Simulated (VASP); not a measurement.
# ZnO (zincite) (P6_3mc) in VASP: a series of runs

One crystal, ZnO (zincite), is run at these levels: PBE; tasks: dielectric tensor.

Everything below comes from runs of VASP 6.6.1. Logs are shortened: lines on timing, memory, paths and dates and some standing lists are left out, and cuts for length are marked.

### Step 1. The crystal as given

The structure is hexagonal, space group P6_3mc (No. 186). The conventional cell has a = 3.249 Å, b = 3.249 Å, c = 5.206 Å, α = 90.00°, β = 90.00°, γ = 120.00°. Zn (site symmetry 3m) is surrounded by 4 O at 1.97 to 1.98 Å. Around O (site symmetry 3m) lie 4 Zn at 1.97 to 1.98 Å.

### Step 2. Dielectric tensor, PBE

File INCAR:

```
SYSTEM = ZnO
PREC     = Accurate       ! precision mode
ENCUT    = 400            ! plane-wave cutoff, eV
EDIFF    = 1E-8           ! SCF threshold, eV
ISMEAR   = 0              ! smearing method
SIGMA    = 0.01           ! smearing width, eV
LREAL    = .FALSE.        ! projectors in reciprocal space
LASPH    = .TRUE.         ! aspherical terms in the spheres
NELM     = 100            ! most SCF steps
ALGO     = Normal         ! electronic algorithm
ISIF     = 2              ! what is computed and relaxed
LWAVE    = .FALSE.        ! write WAVECAR
LCHARG   = .FALSE.        ! write CHGCAR
GGA      = PE             ! functional
LEPSILON = .TRUE.         ! dielectric tensor by DFPT
```

File KPOINTS:

```
Automatic mesh
0
G
  7 7 4
  0 0 0
```

File POSCAR:

```
ZnO
1.0
    3.2493080000      0.0000000000      0.0000000000
   -1.6246540000      2.8139832727      0.0000000000
    0.0000000000      0.0000000000      5.2057090000
Zn O
2 2
Direct
    0.6666666667      0.3333333333      0.0000000000
    0.3333333333      0.6666666667      0.5000000000
    0.3333333333      0.6666666667      0.8790100000
    0.6666666667      0.3333333333      0.3790100000
```

Potentials or basis: VASP PAW PBE potentials, release 64 (Zn, O).

Launch:

```
$ cat potpaw_PBE.64/Zn/POTCAR potpaw_PBE.64/O/POTCAR > POTCAR
$ mpirun -np 1 vasp_std > vasp.out
```

OUTCAR:

```text
SYSTEM = ZnO
   PREC = Accurate
   ENCUT = 400
   EDIFF = 1E-8
   ISMEAR = 0
   LREAL = .FALSE.
   LASPH = .TRUE.
   NELM = 100
   ISIF = 2
   GGA = PE
   LEPSILON = .TRUE.

 Found     24 irreducible k-points:

 Following reciprocal coordinates:
            Coordinates               Weight
  0.000000  0.000000  0.000000      1.000000
  0.142857  0.000000  0.000000      6.000000
  0.285714  0.000000  0.000000      6.000000
  0.428571 -0.000000  0.000000      6.000000
  0.142857  0.142857  0.000000      6.000000
  0.285714  0.142857  0.000000     12.000000
   k-points           NKPTS =     24   k-points in BZ     NKDIM =     24   number of bands    NBANDS=     22
   number of dos      NEDOS =    301   number of ions     NIONS =      4
   total plane-waves  NPLWV =  20736
   dimension x,y,z NGX =    24 NGY =   24 NGZ =   36
   dimension x,y,z NGXF=    48 NGYF=   48 NGZF=   72
   ions per type =               2   2
   NGX,Y,Z   is equivalent  to a cutoff of  12.28, 12.28, 11.50 a.u.
   NGXF,Y,Z  is equivalent  to a cutoff of  24.56, 24.56, 22.99 a.u.
 SYSTEM =  ZnO
   PREC   = accura    normal or accurate (medium, high low for compatibility)
   ISTART =      0    job   : 0-new  1-cont  2-samecut
   ICHARG =      2    charge: 1-file 2-atom 10-const
   ISPIN  =      1    spin polarized calculation?
   LNONCOLLINEAR =      F non collinear calculations
   LSORBIT =      F    spin-orbit coupling
   LASPH  =      T    aspherical Exc in radial PAW
   ENCUT  =  400.0 eV  29.40 Ry    5.42 a.u.   5.30  5.30  8.49*2*pi/ulx,y,z
   NELM   =    100;   NELMIN=  2; NELMDL= -5     # of ELM steps
   EDIFF  = 0.1E-07   stopping-criterion for ELM
   LREAL  =      F    real-space projection
   EDIFFG = 0.1E-06   stopping-criterion for IOM
   NSW    =      0    number of steps for IOM
   IBRION =     -1    ionic relax: 0-MD 1-quasi-New 2-CG
   NFREE  =      0    steps in history (QN), initial steepest desc. (CG)
   ISIF   =      2    stress and relaxation
   ISYM   =      2    0-nonsym 1-usesym 2-fastsym
   POTIM  = 0.5000    time-step for ionic-motion
   TEBEG  =    0.0;   TEEND  =   0.0 temperature during run
   PSTRESS=    0.0 pullay stress
   NELECT =      36.0000    total number of electrons
   NUPDOWN=      -1.0000    fix difference up-down
   EMIN   =  10.00;   EMAX   =-10.00  energy-range for DOS
   EFERMI =   0.00;   METHOD = LEGACY
   ISMEAR =     0;   SIGMA  =   0.01  broadening in eV -4-tet -1-fermi 0-gaus
[... 208 lines left out ...]
      1.62465      0.93799      1.97302        -0.000000      0.000000      0.074636
 -----------------------------------------------------------------------------------
    total drift:                                0.000000      0.000000     -0.000621

  FREE ENERGIE OF THE ION-ELECTRON SYSTEM (eV)
  ---------------------------------------------------
  free  energy   TOTEN  =       -17.8546244382 eV

  energy  without entropy=      -17.8546244382  energy(sigma->0) =      -17.85462444

 HEAD OF MICROSCOPIC STATIC DIELECTRIC TENSOR (INDEPENDENT PARTICLE, excluding Hartree and local field effects)
 ------------------------------------------------------
           7.233877     0.000000     0.000000
           0.000000     7.233877     0.000000
          -0.000000     0.000000     6.888195
 ------------------------------------------------------

 Free energy of the ion-electron system (eV)
  ---------------------------------------------------
  ---------------------------------------------------
  free energy    TOTEN  =        -0.84252139 eV

  energy without entropy =       -0.84252139

------------------------ aborting loop because EDIFF is reached ----------------------------------------

--------------------------------------- Ionic step        2  -------------------------------------------

------------------------ aborting loop because EDIFF is reached ----------------------------------------

--------------------------------------- Ionic step        3  -------------------------------------------

 Free energy of the ion-electron system (eV)
  ---------------------------------------------------
  ---------------------------------------------------
  free energy    TOTEN  =        -0.79788046 eV

  energy without entropy =       -0.79788046

------------------------ aborting loop because EDIFF is reached ----------------------------------------

 PIEZOELECTRIC TENSOR FIELD DIRECTION 3  (e Angst)
 -----------------------------------------------------------------------------
     1.16602  0.00000 -0.00000           (  0.04535  0.00000 -0.00000)
    -0.00000  1.16602  0.00000           (  0.00000  0.04535  0.00000)
    -0.00000  0.00000 -2.35999           ( -0.00000  0.00000 -0.12011)

 PIEZOELECTRIC TENSOR FIELD DIRECTION 3  (C/m^2)
 -----------------------------------------------------------------------------
     0.39249  0.00000 -0.00000
    -0.00000  0.39249  0.00000
    -0.00000  0.00000 -0.79438

 MACROSCOPIC STATIC DIELECTRIC TENSOR (including local field effects in DFT)
 ------------------------------------------------------
           7.127511     0.000000     0.000000
           0.000000     7.127511    -0.000000
           0.000000     0.000000     6.799867
 ------------------------------------------------------

 PIEZOELECTRIC TENSOR (including local field effects)  for field in x, y, z        (e  Angst)
          XX          YY          ZZ          XY          YZ          ZX
  --------------------------------------------------------------------------------
  x     0.00000     0.00000     0.00000     0.00000     0.00000     1.24043
  y     0.00000     0.00000     0.00000    -0.00000     1.24043     0.00000
  z     1.16602     1.16602    -2.35999     0.00000     0.00000     0.00000

 PIEZOELECTRIC TENSOR (including local field effects)  for field in x, y, z        (C/m^2)
          XX          YY          ZZ          XY          YZ          ZX
  --------------------------------------------------------------------------------
  x     0.00000     0.00000     0.00000     0.00000     0.00000     0.41753
  y     0.00000     0.00000     0.00000    -0.00000     0.41753     0.00000
  z     0.39249     0.39249    -0.79438     0.00000     0.00000     0.00000

 BORN EFFECTIVE CHARGES (including local field effects) (in |e|, cummulative output)
 ---------------------------------------------------------------------------------
 ion    1
    1     2.17587     0.00000     0.00000
    2     0.00000     2.17587     0.00000
    3     0.00000    -0.00000     2.21268
 ion    2
    1     2.17587     0.00000     0.00000
    2    -0.00000     2.17587     0.00000
    3    -0.00000     0.00000     2.21268
 ion    3
    1    -2.17587     0.00000     0.00000
    2     0.00000    -2.17587     0.00000
    3     0.00000    -0.00000    -2.21268
 ion    4
    1    -2.17587     0.00000     0.00000
    2     0.00000    -2.17587     0.00000
    3     0.00000     0.00000    -2.21268
```

It took 85 s on 1 thread of Intel Xeon 6975P-C (Granite Rapids), shared host; peak memory 0.23 GiB.

These settings aren't checked as converged: the numbers below hold their error.

Results:

- Band gap on the k mesh: 0.79 eV, direct
- Electronic dielectric tensor (diagonal): 7.13, 7.13, 6.80
- Born charges (mean of the diagonal): Zn +2.19; O -2.19 e

### Step 3. Dielectric tensor, PBE

Edit INCAR of step 2 so:

```diff
@@ -3,3 +3,3 @@
 ENCUT    = 400            ! plane-wave cutoff, eV
-EDIFF    = 1E-8           ! SCF threshold, eV
+EDIFF    = 1E-5           ! SCF threshold, eV
 ISMEAR   = 0              ! smearing method
```

KPOINTS is that of step 2.

POSCAR is that of step 2.

Potentials or basis: VASP PAW PBE potentials, release 64 (Zn, O).

Launch:

```
$ cat potpaw_PBE.64/Zn/POTCAR potpaw_PBE.64/O/POTCAR > POTCAR
$ mpirun -np 1 vasp_std > vasp.out
```

OUTCAR:

```text
SYSTEM = ZnO
   PREC = Accurate
   ENCUT = 400
   EDIFF = 1E-5
   ISMEAR = 0
   LREAL = .FALSE.
   LASPH = .TRUE.
   NELM = 100
   ISIF = 2
   GGA = PE
   LEPSILON = .TRUE.

 Found     24 irreducible k-points:

 Following reciprocal coordinates:
            Coordinates               Weight
  0.000000  0.000000  0.000000      1.000000
  0.142857  0.000000  0.000000      6.000000
  0.285714  0.000000  0.000000      6.000000
  0.428571 -0.000000  0.000000      6.000000
  0.142857  0.142857  0.000000      6.000000
  0.285714  0.142857  0.000000     12.000000
   k-points           NKPTS =     24   k-points in BZ     NKDIM =     24   number of bands    NBANDS=     22
   number of dos      NEDOS =    301   number of ions     NIONS =      4
   total plane-waves  NPLWV =  20736
   dimension x,y,z NGX =    24 NGY =   24 NGZ =   36
   dimension x,y,z NGXF=    48 NGYF=   48 NGZF=   72
   ions per type =               2   2
   NGX,Y,Z   is equivalent  to a cutoff of  12.28, 12.28, 11.50 a.u.
   NGXF,Y,Z  is equivalent  to a cutoff of  24.56, 24.56, 22.99 a.u.
 SYSTEM =  ZnO
   PREC   = accura    normal or accurate (medium, high low for compatibility)
   ISTART =      0    job   : 0-new  1-cont  2-samecut
   ICHARG =      2    charge: 1-file 2-atom 10-const
   ISPIN  =      1    spin polarized calculation?
   LNONCOLLINEAR =      F non collinear calculations
[... 270 lines left out ...]

 PIEZOELECTRIC TENSOR FIELD DIRECTION 3  (e Angst)
 -----------------------------------------------------------------------------
     1.16592  0.00000  0.00000           (  0.04534  0.00000  0.00000)
     0.00000  1.16592 -0.00000           (  0.00000  0.04534  0.00000)
     0.00000  0.00000 -2.35995           (  0.00000  0.00000 -0.12011)

 PIEZOELECTRIC TENSOR FIELD DIRECTION 3  (C/m^2)
 -----------------------------------------------------------------------------
     0.39245  0.00000  0.00000
     0.00000  0.39245 -0.00000
     0.00000  0.00000 -0.79437

 MACROSCOPIC STATIC DIELECTRIC TENSOR (including local field effects in DFT)
 ------------------------------------------------------
           7.132174    -0.000000     0.000000
           0.000000     7.132174     0.000000
           0.000000     0.000000     6.803582
 ------------------------------------------------------

 PIEZOELECTRIC TENSOR (including local field effects)  for field in x, y, z        (e  Angst)
          XX          YY          ZZ          XY          YZ          ZX
  --------------------------------------------------------------------------------
  x     0.00000     0.00000     0.00000     0.00000     0.00000     1.24138
  y    -0.00000     0.00000     0.00000     0.00000     1.24138     0.00000
  z     1.16592     1.16592    -2.35995     0.00000     0.00000     0.00000

 PIEZOELECTRIC TENSOR (including local field effects)  for field in x, y, z        (C/m^2)
          XX          YY          ZZ          XY          YZ          ZX
  --------------------------------------------------------------------------------
  x     0.00000     0.00000     0.00000     0.00000     0.00000     0.41785
  y    -0.00000     0.00000     0.00000     0.00000     0.41785     0.00000
  z     0.39245     0.39245    -0.79437     0.00000     0.00000     0.00000

 BORN EFFECTIVE CHARGES (including local field effects) (in |e|, cummulative output)
 ---------------------------------------------------------------------------------
 ion    1
    1     2.17601     0.00000     0.00000
    2     0.00000     2.17601     0.00000
    3    -0.00000     0.00000     2.21225
 ion    2
    1     2.17601     0.00000     0.00000
    2    -0.00000     2.17601     0.00000
    3     0.00000     0.00000     2.21225
 ion    3
    1    -2.17601     0.00000     0.00000
    2    -0.00000    -2.17601     0.00000
    3     0.00000    -0.00000    -2.21225
 ion    4
    1    -2.17601    -0.00000     0.00000
    2     0.00000    -2.17601     0.00000
    3     0.00000     0.00000    -2.21225
```

stdout:

```text
POSCAR found type information on POSCAR ZnO
 POSCAR found :  2 types and       4 ions
 scaLAPACK will be used
 LDA part: xc-table for (Slater+PW92), standard interpolation
 POSCAR, INCAR and KPOINTS ok, starting setup
 FFT: planning ... GRIDC
 FFT: planning ... GRID_SOFT
 FFT: planning ... GRID
 WAVECAR not read
[... 50 lines left out ...]
 Linear response to external field (no local field effect), progress :
  Direction:   3
 dielectric tensor                  component  3 :    -0.296    -0.219     6.892
 Linear response to external field, progress :
  Direction:   1
 dielectric tensor                  component  1 :     7.132    -0.378    -0.000
 Linear response to external field, progress :
  Direction:   2
 dielectric tensor                  component  2 :    -0.591     7.132    -0.000
 Linear response to external field, progress :
  Direction:   3
 dielectric tensor                  component  3 :    -0.292    -0.216     6.804
 Born effective charges drift removed
```

It took 62 s on 1 thread of Intel Xeon 6975P-C (Granite Rapids), shared host; peak memory 0.23 GiB.

These settings aren't checked as converged: the numbers below hold their error.

What came out:

* Band gap on the k mesh: 0.79 eV, direct
* Electronic dielectric tensor (diagonal): 7.13, 7.13, 6.80
* Born charges (mean of the diagonal): Zn +2.19; O -2.19 e

(Continued in part 2 of 2.)
